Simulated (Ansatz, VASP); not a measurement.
## Fe: VASP beside Ansatz

```
Fe
1.0
     2.43416    0.00000    0.00000
    -1.21708    2.10804    0.00000
     0.00000    0.00000    3.84193
Fe
2
Cartesian
  1.2171 0.7027 2.8815
  0.0000 1.4054 0.9605
```

Alike in both runs: task single point; functional PBEsol; k mesh 10 × 10 × 5; occupations fermi-dirac, width 0.05 eV; no spin polarisation; Hubbard terms Fe d U = 4.0 eV.

```csv
,VASP,Ansatz
version,VASP 6.6.1,Ansatz 0.2.0
potentials or method,"VASP PAW PBE potentials, release 64 (Fe), cutoff 520 eV","all-electron LAPW, scalar-relativistic"
```

Ansatz gave:

* gap on the k mesh at the Fermi level (eV): none
* pressure (GPa): -5.1
* largest component of the traceless stress (GPa): 2.34

Estimate VASP's values.

gap on the k mesh at the Fermi level (eV): none; pressure (GPa): -13.3; largest component of the traceless stress (GPa): 2.76.

The programs project onto different local orbitals, so the same U acts differently. A gap of «none» marks a metal or a gap that the smearing closes. Ansatz ran all-electron here, so the differences hold the error of VASP's frozen core and of both bases.

Caveats: the run has no spin polarisation, though such a crystal can be magnetic; U without spin polarisation on a metal has little footing; the U is typed as a test and isn't derived for this compound; the PAW data sets were made with another functional, which shifts forces and pressure a little (VASP); the k mesh is thin for a metal, which can move the energy by tens of meV per atom (Ansatz); U is the effective U less J, on atomic orbitals that reach past the spheres (Ansatz). Spin polarisation is off, so any magnetic state and its effect on volume and gap are missing.
